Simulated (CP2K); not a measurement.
# Zn (P6_3/mmc) in CP2K: reference runs, part 2 of 2

CP2K 2026.2.

**3. Single point, PBE (atoms moved at random, drawn with an rms of 0.05 Å)**

The input, zn_scf.inp:

```
&GLOBAL
  PROJECT zn_scf
  RUN_TYPE ENERGY_FORCE
  PRINT_LEVEL LOW
&END GLOBAL
&FORCE_EVAL
  METHOD QS
  STRESS_TENSOR ANALYTICAL
  &DFT
    BASIS_SET_FILE_NAME BASIS_MOLOPT_UZH
    POTENTIAL_FILE_NAME POTENTIAL_UZH
    &MGRID
      CUTOFF 450
      REL_CUTOFF 60
      NGRIDS 4
    &END MGRID
    &QS
      METHOD GPW
      EPS_DEFAULT 1.0E-10
    &END QS
    &KPOINTS
      SCHEME MONKHORST-PACK 11 11 6
      GAMMA_CENTERED T
      SYMMETRY T
      SYMMETRY_BACKEND SPGLIB
    &END KPOINTS
    &SCF
      SCF_GUESS ATOMIC
      EPS_SCF 1.0E-6
      MAX_SCF 100
      ADDED_MOS 10
      CHOLESKY OFF
      EPS_EIGVAL 1.0E-7
      &DIAGONALIZATION ON
        ALGORITHM STANDARD
      &END DIAGONALIZATION
      &MIXING ON
        METHOD BROYDEN_MIXING
        ALPHA 0.4
        BETA 1.5
        NBUFFER 8
      &END MIXING
      &SMEAR ON
        METHOD FERMI_DIRAC
        ELECTRONIC_TEMPERATURE [K] 580.226
      &END SMEAR
    &END SCF
    &XC
      &XC_FUNCTIONAL PBE
      &END XC_FUNCTIONAL
    &END XC
    &PRINT
      &KPOINTS ON
      &END KPOINTS
      &MULLIKEN ON
      &END MULLIKEN
      &MO ON
        ENERGIES T
        OCCUPATION_NUMBERS T
        &EACH
          QS_SCF 0
        &END EACH
        ADD_LAST NUMERIC
      &END MO
      &LOWDIN ON
      &END LOWDIN
      &HIRSHFELD ON
        SHAPE_FUNCTION DENSITY
      &END HIRSHFELD
      &E_DENSITY_CUBE ON
        STRIDE 1
      &END E_DENSITY_CUBE
      &V_HARTREE_CUBE ON
        STRIDE 1
      &END V_HARTREE_CUBE
      &ELF_CUBE ON
        STRIDE 1
      &END ELF_CUBE
    &END PRINT
  &END DFT
  &SUBSYS
    &CELL
      ABC 2.6700000000 2.6700000000 4.9660000000
      ALPHA_BETA_GAMMA 90.0000000000 90.0000000000 120.0000000000
      PERIODIC XYZ
    &END CELL
    &COORD
      SCALED
      Zn  0.6654170000 0.3197430000 0.7489310000
      Zn  0.3225700000 0.6801310000 0.2510750000
    &END COORD
    &KIND Zn
      BASIS_SET TZVP-MOLOPT-PBE-GTH-q12
      POTENTIAL GTH-PBE-q12
    &END KIND
    &PRINT
      &ATOMIC_COORDINATES ON
      &END ATOMIC_COORDINATES
      &CELL ON
      &END CELL
    &END PRINT
  &END SUBSYS
  &PRINT
    &FORCES ON
    &END FORCES
    &STRESS_TENSOR ON
    &END STRESS_TENSOR
  &END PRINT
&END FORCE_EVAL
```

Potentials or basis: POTENTIAL_UZH Zn GTH-PBE-q12; TZVP-MOLOPT-PBE-GTH basis.

Run with:

```console
$ OMP_NUM_THREADS=1 cp2k.psmp -i zn_scf.inp -o zn_scf.out
```

zn_scf.out:

```text

 CP2K| version string:                                       CP2K version 2026.2
 CP2K| Input file name                                                zn_scf.inp

 GLOBAL| Force Environment number                                              1
 GLOBAL| Basis set file name                                    BASIS_MOLOPT_UZH
 GLOBAL| Potential file name                                       POTENTIAL_UZH
 GLOBAL| MM Potential file name                                     MM_POTENTIAL
 GLOBAL| Coordinate file name                                      __STD_INPUT__
 GLOBAL| Method name                                                        CP2K
 GLOBAL| Project name                                                     zn_scf
 GLOBAL| Run type                                                   ENERGY_FORCE
 GLOBAL| FFT library                                                       FFTW3
 GLOBAL| Diagonalization library                                       ScaLAPACK
 GLOBAL| Cholesky decomposition library                                ScaLAPACK
 GLOBAL| DGEMM library                                                      BLAS
 GLOBAL| Direct generalized diagonalization requested                          F
 GLOBAL| Matrix multiplication library                                 ScaLAPACK
 GLOBAL| Global print level                                                  LOW
 GLOBAL| Total number of message passing processes                             1
 GLOBAL| Number of threads for this process                                    1
 GLOBAL| CPU model name                                                  UNKNOWN

 CELL| Volume [angstrom^3]:                                            30.659133
 CELL| Vector a [angstrom]:       2.670     0.000     0.000   |a| =     2.670000
 CELL| Vector b [angstrom]:      -1.335     2.312     0.000   |b| =     2.670000
 CELL| Vector c [angstrom]:       0.000     0.000     4.966   |c| =     4.966000
 CELL| Angle (b,c), alpha [degree]:                                    90.000000
 CELL| Angle (a,c), beta  [degree]:                                    90.000000
 CELL| Angle (a,b), gamma [degree]:                                   120.000000
 CELL| Numerically orthorhombic:                                              NO
 CELL| Periodicity                                                           XYZ

 CELL_REF| Volume [angstrom^3]:                                        30.659133
 CELL_REF| Vector a [angstrom     2.670     0.000     0.000   |a| =     2.670000
 CELL_REF| Vector b [angstrom    -1.335     2.312     0.000   |b| =     2.670000
 CELL_REF| Vector c [angstrom     0.000     0.000     4.966   |c| =     4.966000
 CELL_REF| Angle (b,c), alpha [degree]:                                90.000000
 CELL_REF| Angle (a,c), beta  [degree]:                                90.000000
 CELL_REF| Angle (a,b), gamma [degree]:                               120.000000
 CELL_REF| Numerically orthorhombic:                                          NO
[... 540 lines left out ...]
 MO|     22               1.101737              29.979779               0.000000
 MO| Sum:                                                              22.000000
 MO| E(Fermi):            0.217365 a.u.          5.914814 eV

 [... the levels of further k-points ...]

 The electron density is written in Cube    file format to the file:

 zn_scf-ELECTRON_DENSITY-1_0.cube

 !-----------------------------------------------------------------------------!
                     Mulliken Population Analysis

 #  Atom  Element  Kind  Atomic population                           Net charge
       1     Zn       1         11.999998                              0.000002
       2     Zn       1         12.000002                             -0.000002
 # Total charge                             24.000000                  0.000000

 !-----------------------------------------------------------------------------!

 !-----------------------------------------------------------------------------!
                           Hirshfeld Charges

  #Atom  Element  Kind  Ref Charge     Population                    Net charge
      1       Zn     1      12.000         12.000                         0.000
      2       Zn     1      12.000         12.000                        -0.000

  Total Charge                                                           -0.000
 !-----------------------------------------------------------------------------!

 LOWDIN POPULATION ANALYSIS

 #  Atom  Element  Kind  Atomic population                           Net charge
       1     Zn       1         12.000000                              0.000000
       2     Zn       1         12.000000                             -0.000000
 # Total charge                             24.000000                  0.000000

               ----- ELF is computed on the real space grid -----

 ELF is written in Cube    file format to the file:

 zn_scf-ELF_S1-1_0.cube

 ENERGY| Total FORCE_EVAL ( QS ) energy [hartree]           -121.133594784494591

 FORCES| Atomic forces [hartree/bohr]
 FORCES|   Atom     x               y               z               |f|
 FORCES|      1 -5.13768571E-04  2.37609558E-04 -8.35117581E-04   1.00887949E-03
 FORCES|      2  5.88516725E-04 -1.27515002E-03  8.37397711E-04   1.63511297E-03
 FORCES| Sum     7.47481545E-05 -1.03754046E-03  2.28013052E-06
 FORCES| Total atomic force                                       1.04023204E-03

 STRESS| Analytical stress tensor [bar]
 STRESS|                        x                   y                   z
 STRESS|      x        3.15691640417E+03  -5.44119589063E+02  -1.07349909780E+02
 STRESS|      y       -5.44119589063E+02   3.72966820922E+03   1.26582285342E+02
 STRESS|      z       -1.07349909780E+02   1.26582285342E+02  -7.67902203511E+03
 STRESS| 1/3 Trace                                            -2.64145807240E+02
 STRESS| Determinant                                          -8.82200092282E+10

 STRESS| Eigenvectors and eigenvalues of the analytical stress tensor [bar]
 STRESS|                        1                   2                   3
 STRESS| Eigenvalues  -7.68137554179E+03   2.82847898909E+03   4.06045913098E+03
 STRESS|      x           0.009369272886      0.855903172992     -0.517051230719
 STRESS|      y          -0.010645086858      0.517129998649      0.855840666610
 STRESS|      z           0.999899444370     -0.002514549491      0.013956295693
```

Wall time 5.1 min (1 thread of Arm Neoverse V1, shared host); peak memory 0.55 GiB.

What came out:

- Free energy: -3296.2127 eV
- Pressure: 0.0 GPa
- Band gap on the k mesh: none (metal or under the smearing width)

Stress tensor (GPa, compression positive):
```
 0.32 -0.05 -0.01
-0.05  0.37  0.01
-0.01  0.01 -0.77
```

Levels at points of the mesh, in eV from the Fermi level:
```tsv
k point	band 8	band 9	band 10	band 11	band 12	band 13	band 14	band 15	band 16	band 17
(0.00, 0.00, 0.00)	-7.24	-7.19	-7.04	-6.99	-3.50	-2.94	13.66	17.49	17.87	18.46
(0.00, 0.00, 0.50)	-7.49	-7.11	-7.10	-7.10	-7.09	4.69	4.77	18.86	18.86	18.89
```

Caveat: the magnetic or orbital state may not be the lowest; the basis of atomic orbitals isn't converged, which shifts pressures, moduli and gaps.
